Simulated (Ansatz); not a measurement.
Input:

Relaxed AlSb (zinc blende):

```
CELL_PARAMETERS angstrom
      0.00000     6.22551     6.22551
      3.11275     3.11275     6.22551
      3.11275     3.11275     0.00000
ATOMIC_POSITIONS crystal
  Sb 0.00000 0.75000 0.75000
  Sb 0.50000 0.75000 0.75000
  Al 0.00000 0.00000 0.00000
  Al 0.50000 0.00000 0.00000
```

The atoms are displaced by Q × the pattern below (from a DFPT mode at X = (0.5, 0.5, 0.0), largest move 1; Q in Å), at fixed cell. It is one choice among 2 degenerate patterns. (q is in reciprocal vectors of the primitive cell; the cell shown is doubled to hold the pattern.)

```csv
atom,x,y,z
Sb1,0.000,-1.000,0.000
Sb2,0.000,1.000,0.000
Al3,-0.996,0.000,0.000
Al4,0.996,0.000,0.000
```

The numbers are results of PBE (plane waves to 420 eV, PAW, scalar-relativistic; Ansatz, a first-principles code), not measurements. k mesh 13×13×13 (Γ-centred), Fermi-Dirac smearing 0.05 eV. E stands for the smeared free energy. AlSb was relaxed with its symmetry unable to fall. Spin-orbit coupling is left out, though Sb is heavy. The zero of ΔE is the undisplaced structure.

The scan covers Q from -0.100 to 0.100 Å in 13 points.

Which space group does the distorted structure have?

C222_1 (No. 20), lowered from F-43m.

What is the energy change at Q = 0.100 Å?

24.0 meV/cell.

What harmonic wavenumber does the curvature at Q = 0 give?

66 cm⁻¹.

(A displaced cell: forces are minus the slopes of the energy, force constants its curvatures, and phonons follow from these.)
